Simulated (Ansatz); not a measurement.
# Ca (Immm) in Ansatz: notebook

One crystal, Ca, is run at these levels: PBEsol; tasks: relaxation of cell and atoms.

Program: Ansatz 0.2.0. These are calculated values, not measurements. Logs are shortened: lines on timing, memory, paths and dates and some standing lists are left out, and cuts for length are marked.

## 1. Starting point

Symmetry: Immm, No. 71, orthorhombic system. The conventional cell has a = 4.193 Å, b = 4.203 Å, c = 4.891 Å, α = 90.00°, β = 90.00°, γ = 90.00°. Around Ca (site symmetry mmm) lie 12 Ca at 3.85 to 4.20 Å.

This isn't the form of Ca at room conditions, which is fcc.

## 2. Relaxation of cell and atoms, PBEsol

input.yaml

```yaml
crystal:
  lattice:
    - [-2.09648746, 2.10173181, 2.44535246]
    - [2.09648746, -2.10173181, 2.44535246]
    - [2.09648746, 2.10173181, -2.44535246]
  atoms:
    - { symbol: Ca, position: [0.5, 0.5, 0.0] }
hamiltonian:
  xc: pbesol
  pseudopotentials: { kind: paw }
kpoints:
  mp_grid: { grid: [9, 9, 9] }
scf:
  occupations: { method: fermi_dirac, width: 0.05 }
output:
  forces: true
  stress: true
  eigenvalues: true
  write_density: true
  write_potential: true
  elf: true
  volumetric_format: npy
relax:
  f_tol: 0.01
  max_steps: 40
  cell: { stress_tol: 0.05 }
```

Potentials or basis: Ansatz PAW.

On the command line:

```sh
$ ansatz run input.yaml --threads 2 --pin off --max-ram 5632MiB --backend cpu --events-out ev --progress --plain --runs-dir out
```

Standard output:

```text
Warning: RAYON_NUM_THREADS=2 ignored (pool sized by the plan → 2); use --threads N
Engine: ansatz 0.2.0, x86_64-unknown-linux-gnu
Pseudopotentials: kind: paw
Pseudopotential: Ca, paw, valence charge 10, recommended cutoff 420 eV (normal), Ca.paw.azcp
Functional definition: PBEsol
  exchange = pbesol_x
  correlation = pbesol_c
Crystal: 1 atoms, lattice volume = 43.099 Å³
Basis set: ecut = 420 eV, 853 PW (Γ), exchange–correlation on 54×54×54 points (8 copies of the dense FFT grid, shifted against one another)
Bands: 9, of which v1, the nominal top of the filled ones, is band 5 counted from 1 (4 counted from 0)
Symmetry: 8 space group operations
Space group: Immm (ITA 71), of the structure as read, at distance tolerance 3.5e-5 Å
k-points: 125 of 729
Non-local potential: Ca, projectors of the file, l = 0: 3, l = 1: 2, l = 2: 2
PAW form: soft (Blöchl's): semilocal exchange-correlation on the pseudo side does not see the compensation charge
PAW frozen core: Ca, regenerated for the run's functional, and the local potential with it (the file was generated under x = pbe(κ = 0.804, μ = 0.2195149727645171), c = pbe(β = 0.06672455060314922))
PAW one-centre angular grid: Ca, 110 points (default); XC on 64 Gauss nodes
Initial density: superposition of atomic densities (neutral atoms: chi_scale 0, normalization atom), corrected by the library's trained network
Initial wavefunctions: pseudopotential atomic-orbital guess
Functional: x = pbesol(κ = 0.804, μ = 0.12345679012345678), c = pbesol(β = 0.046)
SCF iter   1: F=—  HF=-1793.717728 eV  |F-HF|=—  |Δ(HF+E_count)|=         —  Δρ=2.33e-3  dr2=2.46e-3  ethr=1.77e-3  ⟨swp⟩=6.1  Hψ=9427  notcnv=0
preconditioner: auto → Kerker (q_TF=auto, 2.139 Å⁻¹)  [metal: Δε(μ)=0.009 eV  Ē_g=3.523 eV  σ=0.050 eV  W_gap=0.04  n_scr=12 (ndim 8)  ℏωp=8.0 eV  f_vac=0.000  D(μ)=1.69/eV (n_scr^D=14)]
SCF iter   2: F=—  HF=-1793.717110 eV  |F-HF|=—  |Δ(HF+E_count)|=   6.17e-4  Δρ=1.11e-3  dr2=6.53e-4  ethr=2.46e-5  ⟨swp⟩=2.8  Hψ=2862  notcnv=0
SCF iter   3: F=—  HF=-1793.716927 eV  |F-HF|=—  |Δ(HF+E_count)|=   1.84e-4  Δρ=2.82e-4  dr2=5.78e-5  ethr=6.53e-6  ⟨swp⟩=2.6  Hψ=1836  notcnv=0
SCF iter   4: F=—  HF=-1793.716914 eV  |F-HF|=—  |Δ(HF+E_count)|=   1.30e-5  Δρ=6.28e-5  dr2=1.54e-6  ethr=5.78e-7  ⟨swp⟩=2.0  Hψ=1265  notcnv=0
SCF iter   5: F=—  HF=-1793.716914 eV  |F-HF|=—  |Δ(HF+E_count)|=   9.80e-8  Δρ=1.43e-5  dr2=1.01e-7  ethr=1.54e-8  ⟨swp⟩=2.5  Hψ=1761  notcnv=0
SCF iter   6: F=-1793.716914 eV  HF=-1793.716914 eV  |F-HF|=6.23e-10  |Δ(HF+E_count)|=   6.01e-9  Δρ=1.35e-6  dr2=4.97e-10  ethr=1.00e-9  ⟨swp⟩=7.9  Hψ=7286  notcnv=0
SCF 1 converged in 6 iterations: F = -1793.716914 eV  dr2 = 4.97e-10
relax step   1: F+E_penalty+E_count = -1793.71691359 eV  Δ(F+E_penalty+E_count) = +0.000e0 eV  max|allowed force component| = 0.000e0 eV/Å  Δτ_max = 0.0000 Å  P = -1.011 GPa  Ω = 43.099 Å³  (6 SCF iters, dr2 threshold 1.00e-7 eV, accepted)
Crystal: 1 atoms, lattice volume = 42.007 Å³
Basis set: ecut = 420 eV, 829 PW (Γ), exchange–correlation on 54×54×54 points (8 copies of the dense FFT grid, shifted against one another)
Initial density: handed on by an earlier stage of this run
[... 80 lines left out ...]
Initial wavefunctions: pseudopotential atomic-orbital guess (no wavefunctions were taken with the density)
iter 1 solved again at ethr=4.96e-8 eV; its pass at ethr=3.10e-3 eV (dr2=4.96e-6 eV) is discarded
SCF iter   1: F=—  HF=-1793.735477 eV  |F-HF|=—  |Δ(HF+E_count)|=         —  Δρ=5.32e-5  dr2=1.47e-7  ethr=4.96e-8  ⟨swp⟩=3.4  Hψ=12695  notcnv=0
SCF iter   2: F=—  HF=-1793.735475 eV  |F-HF|=—  |Δ(HF+E_count)|=   2.12e-6  Δρ=2.59e-5  dr2=3.22e-8  ethr=1.47e-9  ⟨swp⟩=2.0  Hψ=1558  notcnv=0
SCF iter   3: F=—  HF=-1793.735475 eV  |F-HF|=—  |Δ(HF+E_count)|=   3.40e-8  Δρ=1.32e-6  dr2=2.13e-10  ethr=3.22e-10  ⟨swp⟩=2.3  Hψ=1684  notcnv=0
SCF iter   4: F=—  HF=-1793.735475 eV  |F-HF|=—  |Δ(HF+E_count)|=  1.56e-10  Δρ=3.54e-7  dr2=1.57e-11  ethr=1.00e-12  ⟨swp⟩=6.5  Hψ=5292  notcnv=0
SCF iter   5: F=-1793.735475 eV  HF=-1793.735475 eV  |F-HF|=4.55e-13  |Δ(HF+E_count)|=  1.36e-11  Δρ=7.60e-8  dr2=7.41e-13  ethr=1.00e-12  ⟨swp⟩=4.9  Hψ=3669  notcnv=0
SCF 11 converged in 5 iterations: F = -1793.735475 eV  dr2 = 7.41e-13
relax step  11: F+E_penalty+E_count = -1793.73547540 eV  Δ(F+E_penalty+E_count) = -1.277e-4 eV  max|allowed force component| = 0.000e0 eV/Å  Δτ_max = 0.0000 Å  P = +0.004 GPa  Ω = 40.596 Å³  stress off target by 2.09e-2 GPa  SCF on the basis re-selected at this cell (its energy is not comparable with the rows above)  (5 SCF iters)
basis re-selected at this cell: Δ(F+E_penalty+E_count) = -1.277e-4 eV, ΔP = +0.008 GPa vs the last step (what re-selecting the basis moved, of the pressure what is left beyond the Pulay correction that the steps carried, after the strain that the cell walked since its last selection, with what the two solves' SCF thresholds leave and, on support functions, any second-order correction that the steps lacked; it is no measure of the basis error at this ecutwfc). This SCF's stress stands 2.09e-2 GPa from its target on what of the cell is left free (relax.cell.stress_tol is 5.00e-2 GPa) and its largest allowed force component is 0.00e0 eV/Å (relax.f_tol is 1.00e-2 eV/Å): within both
SCF converged after 5 iterations
Free energy (F): -1793.735475 eV
Harris-Foulkes:  -1793.735475 eV  (|F-HF|=4.55e-13)
Internal energy: -1793.722699 eV  (E = F + TS)
E sigma→0 (E₀):  -1793.729087 eV
Entropy (-TS):   -0.012777 eV (-12.777 meV/atom)
Fermi energy:    5.139480 eV
--- Per-component energies (eV) ---
  E_band       = -171.638326
  E_kinetic    = 275.528919
  E_local      = -837.194865  (includes V_loc(G=0)·N_el)
  E_nonlocal   = 64.721533
  E_hartree    = 279.196028
  E_xc         = -134.306028
  E_vxc        = -168.276819  (∫ρ·V_xc dr)
  E_paw        = -836.724208  (= ΣΔE_a)
  E_vpaw       = -64.809158  (= ΣTr[D̂ρ^β])
  E_aug_tail   = -0.000006  (compensation charges beyond the density's cutoff)
  E_ewald      = -605.062866
  E_core_change = 0.118794  (= ΣΔE_core)
  E_smearing   = -0.012777  (= −TS)
  E_closure    = -0.000000  (closes the sum)
  Σ components = -1793.735475   (vs F -1793.735475, Δ=0.00e0)
--- Forces (eV/Å), atoms counted from 1 ---
  atom   1  Ca     0.00000000     0.00000000    -0.00000000
  max |Σ_I F_I| component: 6.31e-30 eV/Å
--- Stress (GPa, compression-positive) ---
        0.011348      -0.000000      -0.000000
       -0.000000      -0.018811       0.000000
       -0.000000       0.000000       0.020905
  P = ⅓ Tr σ = 0.0045 GPa (0.045 kbar)
--- Band table (eV; the first three rows and the last of 125) ---
  k-point 0: bands = ["-36.6166", "-17.6051", "-17.6050", "-17.6047", "1.0455", "7.5129", "7.5203", "7.5358", "8.6382"]
  k-point 1: bands = ["-36.6140", "-17.6238", "-17.6119", "-17.6117", "1.3336", "7.2270", "7.6364", "7.6527", "8.3511"]
  k-point 2: bands = ["-36.6075", "-17.6701", "-17.6293", "-17.6290", "2.1523", "6.6150", "7.6121", "8.0065", "8.0152"]
  k-point 124: bands = ["-36.5943", "-17.7517", "-17.6730", "-17.6622", "4.7758", "5.6864", "6.1526", "9.0831", "9.5075"]
--- Relaxed structure (10 steps of the walk, 10 accepted, 1 SCFs on fresh bases) ---
  F+E_penalty+E_count = -1793.73547540 eV   max|allowed force component| = 0.000e0 eV/Å   (the final SCF, on the basis selected at the relaxed cell)
  cell:  # Å, volume = 40.5959 Å³
    - [-1.9304563458182276, 1.9325990005740643, 2.7203232971336817]
    - [1.9304563458182276, -1.9325990005740643, 2.7203232971336817]
    - [1.9304563458182276, 1.9325990005740643, -2.7203232971336817]
  atoms:
    - { symbol: Ca, position: [0.5, 0.5, 0.0] }
```

Wall time 6.1 s (2 threads of AMD EPYC 9R45 (Zen 5), shared host); peak memory 0.41 GiB.

What came out:

```yaml
Free_energy: -1793.7355 eV
Relaxed_volume: 40.60 Å³/atom
Relaxed_cell: a = 3.855 Å, b = 3.855 Å, c = 3.855 Å, α = 119.90°, β = 119.83°, γ = 90.24°
Space_group_after_relaxing_to_0.05_Å: Fm-3m (No. 225)
Energy_gained_by_relaxing: 18.6 meV/atom
Ionic_steps: 11
Pressure_after_relaxing: 0.0 GPa
Band_gap_on_the_k_mesh: none (metal or under the smearing width)
```

Step by step:
| step | energy change (eV) | largest force (eV/Å) | volume (Å³) |
| --- | --- | --- | --- |
| 1 | 0.0000 | 0.0000 | 43.10 |
| 2 | -0.0057 | 0.0000 | 42.01 |
| 3 | -0.0093 | 0.0000 | 40.30 |
| 4 | -0.0096 | 0.0000 | 40.37 |
| 5 | -0.0099 | 0.0000 | 40.36 |
| 6 | -0.0148 | 0.0000 | 40.31 |
| 7 | -0.0152 | 0.0000 | 40.35 |
| 8 | -0.0182 | 0.0000 | 40.46 |
| 9 | -0.0184 | 0.0000 | 40.57 |
| 10 | -0.0184 | 0.0000 | 40.60 |
| 11 | -0.0186 | 0.0000 | 40.60 |

Final structure:
```cif
data_structure
_symmetry_space_group_name_H-M 'P 1'
_symmetry_Int_Tables_number 1
_cell_length_a 3.8551
_cell_length_b 3.8551
_cell_length_c 3.8551
_cell_angle_alpha 119.900
_cell_angle_beta 119.827
_cell_angle_gamma 90.237
_cell_volume 40.60
loop_
_atom_site_label
_atom_site_type_symbol
_atom_site_fract_x
_atom_site_fract_y
_atom_site_fract_z
_atom_site_occupancy
Ca1 Ca 0.50000 0.50000 0.00000 1
```

Caveat: the plane-wave basis is chosen anew once the cell has moved, so the energies of steps on either side of that aren't comparable; the PAW data sets come from PBE, with cores solved anew for the run's functional, which leaves a small shift of forces and pressure.

(Continued in part 2 of 2.)
